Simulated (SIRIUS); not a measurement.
Runs of SIRIUS 7.12.0 on As. The structure is trigonal, space group R-3m (No. 166). Conventional cell: a = 3.762 Å, b = 3.762 Å, c = 10.542 Å, α = 90.00°, β = 90.00°, γ = 120.00°. As (site symmetry 3m) is surrounded by 3 As at 2.51 Å. 

| level | k mesh | local orbitals (radial functions) | smallest sphere radius times basis cutoff | V0 of scaled cells (Å³/atom) | B0 (GPa) |
| --- | --- | --- | --- | --- | --- |
| PBE+D3 | 7 × 7 × 7 | - | - | 22.14 | (b) |
| PBE+D3(BJ) | 7 × 7 × 7 | - | - | 21.64 | (a) |
| PBE+D4 | 7 × 7 × 7 | - | - | 21.64 | 77 |
| PBEsol | 9 × 9 × 9 | As 14 | 8.39 | 21.60 | 77 |
| LDA | 9 × 9 × 9 | As 14 | 8.39 | 21.15 | 80 |
| PBE | 7 × 7 × 7 | - | - | 22.57 | 69 |

Alike in all rows: task equation of state; potentials or basis all-electron FP-LAPW, apw+lo standard; no spin polarisation; cell as given; cutoff (eV) 184; smearing fermi-dirac 0.05 eV.

Q: Estimate the missing entries.

A: (a) 76; (b) 73.

Caveats: the cell was scaled at fixed shape and fractional positions, which overstates the stiffness of a crystal with free parameters, most of all of layers and chains.

Not every run made on this cell is shown here.
